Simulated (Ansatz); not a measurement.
## WC (Qusongite): band structure with revPBE

WC (Qusongite):

```xyz
2
Lattice="2.9065 0.0000 0.0000 -1.4532 2.5171 0.0000 0.0000 0.0000 2.8366" Properties=species:S:1:pos:R:3 pbc="T T T"
W     0.0000    0.0000    0.0000
C     1.4533    0.8390    1.4183
```

```json
{
  "Program": "Ansatz 0.2.0",
  "Task": "band structure",
  "Functional": "revPBE",
  "Potentials or basis": "Ansatz PAW",
  "Cutoff": "420 eV (not typed: the program's choice for these potentials)",
  "k mesh": "10 × 10 × 9",
  "Occupations": "fermi-dirac, width 0.05 eV",
  "Spin": "no spin polarisation",
  "Path": "[[\"G\", \"M\", \"K\", \"G\", \"A\", \"L\", \"H\", \"A\"], [\"L\", \"M\"], [\"K\", \"H\"]]",
  "Points for each segment of the path": "14"
}
```

```
Pressure               : 8.8 GPa
Band gap on the k mesh : none (metal or under the smearing width)
```

Stress tensor (GPa, compression positive):
```
8.96 0.00 0.00
0.00 8.96 0.00
0.00 0.00 8.52
```

Levels at the corners of the path, in eV from the Fermi level:
| point | band 7 | band 8 | band 9 | band 10 | band 11 | band 12 |
| --- | --- | --- | --- | --- | --- | --- |
| Γ | -3.34 | -3.34 | 0.08 | 3.24 | 3.24 | 5.63 |
| M | -3.62 | -3.57 | -0.47 | 2.35 | 4.54 | 4.89 |
| K | -4.56 | -3.46 | 0.62 | 0.98 | 2.06 | 3.21 |
| Γ | -3.34 | -3.34 | 0.08 | 3.24 | 3.24 | 5.63 |
| A | -2.02 | -2.02 | -0.58 | -0.58 | 3.66 | 4.54 |
| L | -4.32 | -4.20 | 0.29 | 4.44 | 5.30 | 6.63 |
| H | -5.41 | -1.62 | -0.65 | 4.41 | 6.37 | 7.61 |
| A | -2.02 | -2.02 | -0.58 | -0.58 | 3.66 | 4.54 |
| L | -4.32 | -4.20 | 0.29 | 4.44 | 5.30 | 6.63 |
| M | -3.62 | -3.57 | -0.47 | 2.35 | 4.54 | 4.89 |
| K | -4.56 | -3.46 | 0.62 | 0.98 | 2.06 | 3.21 |
| H | -5.41 | -1.62 | -0.65 | 4.41 | 6.37 | 7.61 |

Run time: 3.8 s on 2 threads of Intel(R) Xeon(R) Processor @ 2.70GHz, with other jobs on the host, peak memory 0.33 GiB.

Caveat: spin-orbit coupling is left out, which moves the levels of the heavy elements; the PAW data sets come from PBE, with cores solved anew for the run's functional, which leaves a small shift of forces and pressure.
